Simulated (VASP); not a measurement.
# Sb (Pm-3m) in VASP: notebook, part 2 of 2

VASP 6.6.1. Earlier steps stand in the parts before.

## Step 3: Relaxation of cell and atoms, r2SCAN

This run uses another cell than the first one, of 31.55 Å³/atom, 1.072 times its volume.

The input, POSCAR:

```
Sb
1.0
    3.1600000000      0.0000000000      0.0000000000
    0.0000000000      3.1600000000      0.0000000000
    0.0000000000      0.0000000000      3.1600000000
Sb
1
Direct
    0.0000000000      0.0000000000      0.0000000000
```

The input, INCAR.step1:

```
PREC = Accurate
ENCUT = 600
ISMEAR = 0
SIGMA = 0.1
LREAL = False
LASPH = True
NELM = 100
GGA = PE
ALGO = Normal
EDIFF = 1E-4
LWAVE = True
LCHARG = False
```

The input, INCAR.step2:

```
PREC = Accurate
ENCUT = 600
EDIFF = 1E-7
ISMEAR = 0
SIGMA = 0.1
LREAL = False
LASPH = True
NELM = 100
ALGO = Normal
ISIF = 3
LWAVE = False
LCHARG = False
METAGGA = R2SCAN
LMIXTAU = True
IBRION = 2
NSW = 100
EDIFFG = -0.005
ISTART = 1
```

The input, KPOINTS:

```
Automatic mesh
0
Gamma
  14 14 14
```

Potentials or basis: VASP PAW PBE potentials, release 64 (Sb).

Command:

```sh
> cat potpaw_PBE.64/Sb/POTCAR > POTCAR
> cp INCAR.step1 INCAR
> mpirun -np 1 vasp_std > vasp.out
> cp INCAR.step2 INCAR
> mpirun -np 1 vasp_std > vasp.out
```

It took 2.6 min on 1 thread of Intel Xeon 6975P-C (Granite Rapids), shared host; peak memory 0.19 GiB.

Results (log left out):

```yaml
Free_energy: -25.6454 eV
Relaxed_volume: 29.44 Å³/atom
Relaxed_cell: a = 3.088 Å, b = 3.088 Å, c = 3.088 Å, α = 90.00°, β = 90.00°, γ = 90.00°
Space_group_after_relaxing_to_0.05_Å: Pm-3m (No. 221)
Energy_gained_by_relaxing: 24.8 meV/atom
Ionic_steps: 3
Pressure_after_relaxing: 0.0 GPa
Band_gap_on_the_k_mesh: none (metal or under the smearing width)
```

The path:
```csv
step,energy change (eV),largest force (eV/Å),pressure (GPa),volume (Å³)
1,0.0000,0.0000,-3.53,31.55
2,-0.0187,0.0000,2.11,28.48
3,-0.0248,0.0000,0.00,29.44
```

Final structure:
```
Sb
1.0
     3.08781    0.00000    0.00000
     0.00000    3.08781    0.00000
     0.00000    0.00000    3.08781
Sb
1
Cartesian
  0.0000 0.0000 0.0000
```

Levels at points of the mesh, in eV from the Fermi level:
```tsv
k point	band 1	band 2	band 3	band 4	band 5	band 6
(0.00, 0.00, 0.00)	-13.03	3.52	3.52	3.52	7.30	7.30
(0.50, 0.00, 0.00)	-10.41	-5.91	5.70	5.70	9.42	11.42
(0.50, 0.50, 0.00)	-7.57	-3.80	-3.80	2.48	7.97	13.66
(0.50, 0.50, 0.50)	-4.32	-1.79	-1.79	-1.79	5.20	5.20
```

Caveat: the PAW data sets were made with another functional, which shifts forces and pressure a little. Spin-orbit coupling is left out, which matters for the levels of Sb.

## Step 4: Single point, r2SCAN

The input, POSCAR:

```
Sb
1.0
    3.0875323681      0.0000000000      0.0000000000
    0.0000000000      3.0875323681      0.0000000000
    0.0000000000      0.0000000000      3.0875323681
Sb
1
Direct
    0.0000000000      0.0000000000      0.0000000000
```

The input, INCAR.step1:

```
ALGO = Normal ; EDIFF = 1E-4
ENCUT = 520 ; GGA = PE
ISMEAR = 0 ; LASPH = T
LCHARG = F ; LREAL = F
LWAVE = T ; NBANDS = 8
NELM = 100 ; PREC = Accurate
SIGMA = 0.1
```

The input, INCAR.step2:

```
ALGO = Normal ; EDIFF = 1E-6
ENCUT = 520 ; ISIF = 2
ISMEAR = 0 ; ISTART = 1
LASPH = T ; LCHARG = T
LELF = T ; LMIXTAU = T
LREAL = F ; LVHAR = T
LWAVE = F ; METAGGA = R2SCAN
NBANDS = 8 ; NELM = 100
PREC = Accurate ; SIGMA = 0.1
```

The input, KPOINTS:

```
k-points
0
Gamma
  14 14 14
```

Potentials or basis: VASP PAW PBE potentials, release 64 (Sb).

Command:

```sh
> cat potpaw_PBE.64/Sb/POTCAR > POTCAR
> cp INCAR.step1 INCAR
> mpirun -np 1 vasp_std > vasp.out
> cp INCAR.step2 INCAR
> mpirun -np 1 vasp_std > vasp.out
```

OUTCAR:

```text
EDIFF = 1E-6
   ENCUT = 520
   ISIF = 2
   ISMEAR = 0
   ISTART = 1
   LASPH = T
   LREAL = F
   METAGGA = R2SCAN
   NELM = 100
   PREC = Accurate

 ion  position               nearest neighbor table
   1  0.000  0.000  0.000-

  LATTYP: Found a simple cubic cell.
 ALAT       =     3.0875323681

  Lattice vectors:

 A1 = (   3.0875323681,   0.0000000000,   0.0000000000)
 A2 = (   0.0000000000,   3.0875323681,   0.0000000000)
 A3 = (   0.0000000000,   0.0000000000,   3.0875323681)

Analysis of symmetry for initial positions (statically):
=====================================================================
 Subroutine PRICEL returns:
 Original cell was already a primitive cell.

 Routine SETGRP: Setting up the symmetry group for a
 simple cubic supercell.

 Subroutine GETGRP returns: Found 48 space group operations
 (whereof 48 operations were pure point group operations)
 out of a pool of 48 trial point group operations.

The static configuration has the point symmetry O_h .

Analysis of symmetry for dynamics (positions and initial velocities):
=====================================================================
[... 155 lines left out ...]

  energy without entropy =      -25.64211552  energy(sigma->0) =      -25.64367081

 E-fermi :   7.1855     XC(G=0): -10.1676

 val. band max:        7.1757544270   @ k =   0.5000   0.2857   0.2143
 cond. band min:       7.1973657394   @ k =   0.5000   0.2857   0.2857
 fundamental gap:      0.0216113124
 Fermi energy:         7.1855203449

 k-point     1 :       0.0000    0.0000    0.0000
  band No.  band energies     occupation
      1      -5.8503      2.00000
      2      10.7092      0.00000
      3      10.7092      0.00000
      4      10.7092      0.00000
      5      14.4901      0.00000
      6      14.4901      0.00000
      7      16.4623      0.00000
      8      25.7614      0.00000
[... 243 lines left out ...]
 k-point    24 :       0.3571    0.2143    0.0000
  band No.  band energies     occupation
      1      -3.3302      2.00000
      2       3.4491      2.00000
      3       7.7219      0.00000
      4      13.0217      0.00000
      5      14.7728      0.00000
      6      17.3843      0.00000
      7      20.7914      0.00000
      8      21.1093      0.00000

 [... further k-points ...]
[... 5 lines left out ...]
  --------------------------------------------------------------------------------------
  -------------------------------------------------------------------------------------
  Total        0.0023824      0.0023824      0.0023824     -0.0000000      0.0000000     -0.0000000
  in kB        0.1296855      0.1296855      0.1296855     -0.0000000      0.0000000     -0.0000000
  external PRESSURE =       0.1296855 kB  Pullay stress =       0.0000000 kB

 VOLUME and BASIS-vectors are now :
 -----------------------------------------------------------------------------
  energy-cutoff  :      520.00
  volume of cell :       29.43
      direct lattice vectors                 reciprocal lattice vectors
     3.087532368  0.000000000  0.000000000     0.323883244  0.000000000  0.000000000
     0.000000000  3.087532368  0.000000000     0.000000000  0.323883244  0.000000000
     0.000000000  0.000000000  3.087532368     0.000000000  0.000000000  0.323883244

 POSITION                                       TOTAL-FORCE (eV/Angst)
 -----------------------------------------------------------------------------------
      0.00000      0.00000      0.00000         0.000000      0.000000      0.000000
 -----------------------------------------------------------------------------------
    total drift:                               -0.000000      0.000000      0.000000

  FREE ENERGIE OF THE ION-ELECTRON SYSTEM (eV)
  ---------------------------------------------------
  free  energy   TOTEN  =       -25.6452260876 eV

  energy  without entropy=      -25.6421155248  energy(sigma->0) =      -25.64367081
```

It took 26 s on 1 thread of Intel Xeon 6975P-C (Granite Rapids), shared host; peak memory 0.16 GiB.

Results:

* Free energy: -25.6452 eV
* Pressure: 0.0 GPa
* Band gap on the k mesh: none (metal or under the smearing width)

Caveat: the PAW data sets were made with another functional, which shifts forces and pressure a little.
